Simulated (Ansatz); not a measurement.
Level of theory: DFT PBE, scalar-relativistic, plane waves, PAW (Ansatz). Settings: cutoff 420 eV, Γ-centred meshes spaced at most about 0.3 Å⁻¹, and about 0.25 Å⁻¹ or finer for metals (2π included), Gaussian smearing. No spin polarisation.

Temperature and zero-point effects are left out.

Two relaxed structures of Zr3C2:

1.

```
CELL_PARAMETERS angstrom
5.71591 0.00000 0.00000
-2.85796 4.95012 0.00000
0.00000 0.00000 4.42787
ATOMIC_POSITIONS crystal
Zr 0.65928 0.00000 0.00000
Zr 0.34072 0.34072 0.00000
Zr 0.00000 0.65928 0.00000
C 0.00000 0.00000 0.18353
C 0.00000 0.00000 0.81647
```

2.

```
CELL_PARAMETERS angstrom
3.41851 -4.87388 0.00000
3.41851 4.87388 0.00000
0.00000 0.00000 2.94634
ATOMIC_POSITIONS crystal
Zr 0.13368 0.86632 0.50000
Zr 0.86632 0.13368 0.50000
Zr 0.50000 0.50000 0.00000
C 0.50000 0.00000 0.50000
C 0.00000 0.50000 0.50000
```

Problem. Which form is favoured at zero pressure, and by what margin per atom?

Solution. Cell 1 is lower, by 79 meV/atom. Cell 1 has space group P-62m (No. 189), 25.1 Å³/atom and no gap on its mesh; cell 2 has space group Cmmm (No. 65), 19.6 Å³/atom and no gap. Counting C atoms around Zr (those within 1.25 times the shortest such distance or 1.15 times the sum of covalent radii; the shortest distance is added where it is long for a bond; a slash parts the counts of unlike sites), cell 1 has Zr 2 and cell 2 has Zr 2/8 from 3.3 Å. Cell 1 holds C–C pairs (shortest 1.63 Å); in cell 2 the shortest C–C distance is 2.95 Å. The lower one is the more open, so pressure narrows the difference. Even the lower one lies +1.16 eV/atom against the reference forms of the elements (uncorrected), so neither is stable at this level. In cell 1, Zr has 2 C at 2.11 Å; around C lie 1 C at 1.63 Å and 3 Zr at 2.11 Å. In cell 2, around Zr on a site of symmetry m2m lie 2 C at 2.05 Å, 1 Zr at 2.61 Å and 2 Zr at 2.95 Å; around Zr on a site of symmetry mmm lie 2 Zr at 2.95 Å and 8 C at 3.32 Å; C is surrounded by 2 Zr at 2.05 Å, 2 C at 2.95 Å and 4 Zr at 3.32 Å. Both come from invented guesses. The lowest form computed isn't among them: it has the anti-tetradymite type, space group R-3m (No. 166), 15.7 Å³/atom and lies 1.90 eV/atom below the best shown.

Cells relaxed within their symmetry can be saddle points. Some structure types and database cells were kept out of the candidates from the start, so a known form may be missing.
